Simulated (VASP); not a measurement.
Write the native input for VASP 6.6.1 that does the following.

| Item | Value |
| --- | --- |
| Task | band structure |
| Functional | PBE |
| Potentials or basis | VASP PAW PBE potentials, release 64 (Ga_d, As) |
| Cutoff | 520 eV |
| k mesh | 8 × 8 × 8 |
| Occupations | gaussian, width 0.03 eV |
| Spin | no spin polarisation |
| Grid for exact exchange (PRECFOCK) | Fast |
| Further INCAR settings | ALGO = Normal; EDIFF = 1e-06 |

The structure of GaAs lies in POSCAR:

```
GaAs                                    
1.0
    0.0000000000      2.8313993250      2.8313993250
    2.8313993250      0.0000000000      2.8313993250
    2.8313993250      2.8313993250      0.0000000000
  Ga              As            
     1     1
Direct
     0.0000000000000000    0.0000000000000000    0.0000000000000000
     0.2500000000000000    0.2500000000000000    0.2500000000000000
```

These files were run (other wordings do the same):

INCAR

```
ALGO = Normal ; EDIFF = 1E-6
ENCUT = 520 ; GGA = PE
ISIF = 2 ; ISMEAR = 0
KPAR = 8 ; LASPH = True
LCHARG = False ; LREAL = False
LWAVE = False ; NELM = 80
PREC = Accurate ; SIGMA = 0.03
```

KPOINTS

```
k-points
0
Gamma
  8 8 8
```

KPOINTS_OPT

```
explicit points
6
Reciprocal
 0.0000000000  0.0000000000  0.0000000000 1
 0.3750000000  0.3750000000  0.7500000000 1
 0.5000000000  0.5000000000  0.5000000000 1
 0.6250000000  0.2500000000  0.6250000000 1
 0.5000000000  0.2500000000  0.7500000000 1
 0.5000000000  0.0000000000  0.5000000000 1
```

Potentials or basis: VASP PAW PBE potentials, release 64 (Ga_d, As).

Command:

```sh
$ cat potpaw_PBE.64/Ga_d/POTCAR potpaw_PBE.64/As/POTCAR > POTCAR
$ mpirun -np 8 vasp_std > vasp.out
```

It gave:

```json
{
 "Pressure": "3.1 GPa",
 "Band gap on the k mesh": "0.48 eV, direct",
 "Band gap along the path": "0.48 eV, direct"
}
```

Run time: 7.8 s on 8 MPI ranks on Intel(R) Xeon(R) Platinum 8488C (Sapphire Rapids), on a shared host, peak memory 0.18 GiB a rank.
